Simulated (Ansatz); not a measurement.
A 10-atom cell of BaZrO3 (I4/mcm) from a materials database, relaxed with r2SCAN. It is tetragonal, I4/mcm (No. 140); conventional cell a = 5.945 Å, c = 8.413 Å, 14.87 Å³ an atom. Ba has 12 O at 2.93–3.02 Å; Zr has 6 O at 2.10 Å; O has 2 Zr at 2.10 Å and 4 Ba at 2.97 Å; O has 2 Zr at 2.10 Å and 4 Ba at 2.93–3.02 Å.

```
Ba Zr O
1.0
    -2.97251    2.97251    4.20647
     2.97251   -2.97251    4.20647
     2.97251    2.97251   -4.20647
Ba Zr O
2 2 6
Direct
  0.75000 0.25000 0.50000
  0.25000 0.75000 0.50000
  0.00000 0.00000 0.00000
  0.50000 0.50000 0.00000
  0.75000 0.75000 0.00000
  0.25000 0.25000 0.00000
  0.24226 0.74226 0.98453
  0.75774 0.25774 0.01547
  0.74226 0.75774 0.50000
  0.25774 0.24226 0.50000
```

4 runs of Ansatz 0.2.0 on this cell differ in the functional (and in the settings that go with it). Levels are in eV from each run's valence top; v1 is the last filled band, c1 the first empty one.

Run A, mean stress -1.5 GPa (compression positive):
```tsv
point	v2	v1	c1	c2
Γ	0.00	0.00	4.70	4.70
X	-0.55	-0.04	5.11	7.31
P	-0.46	-0.46	6.19	6.19
N	-0.56	-0.56	6.56	6.56
M	-0.55	-0.04	5.11	7.26
S	-0.89	-0.21	5.71	6.95
```

Run B, mean stress -1.5 GPa (compression positive):
```tsv
point	v2	v1	c1	c2
Γ	0.00	0.00	5.45	5.45
X	-0.54	-0.05	5.86	8.10
P	-0.46	-0.46	6.97	6.97
N	-0.56	-0.56	7.32	7.32
M	-0.54	-0.05	5.87	8.04
S	-0.90	-0.21	6.48	7.73
```

Run C, mean stress 0.0 GPa (compression positive):
```tsv
point	v2	v1	c1	c2
Γ	0.00	0.00	3.74	3.74
X	-0.46	-0.04	4.10	6.16
P	-0.43	-0.43	5.12	5.12
N	-0.53	-0.53	5.50	5.50
M	-0.46	-0.04	4.10	6.10
S	-0.76	-0.19	4.67	5.82
```

Run D, mean stress +2.4 GPa (compression positive):
```tsv
point	v2	v1	c1	c2
Γ	0.00	0.00	3.23	3.23
X	-0.43	-0.04	3.58	5.64
P	-0.43	-0.43	4.62	4.62
N	-0.51	-0.51	4.97	4.97
M	-0.43	-0.04	3.59	5.59
S	-0.73	-0.19	4.16	5.31
```

Q: Match the runs to PBE, r2SCAN, HSE06, PBE0.

A: A is HSE06, B is PBE0, C is r2SCAN, D is PBE. In order of the gap: PBE 3.23, r2SCAN 3.74, HSE06 4.70, PBE0 5.45 eV. The stress vanishes for r2SCAN, which relaxed the cell.

No spin polarisation and no zero-point or thermal motion.

The runs are scalar-relativistic, without spin-orbit coupling.

The program warns that its thresholds are loose for a hybrid's stress.

The meshes of the hybrids are coarse, so their gaps aren't converged to the digits shown.
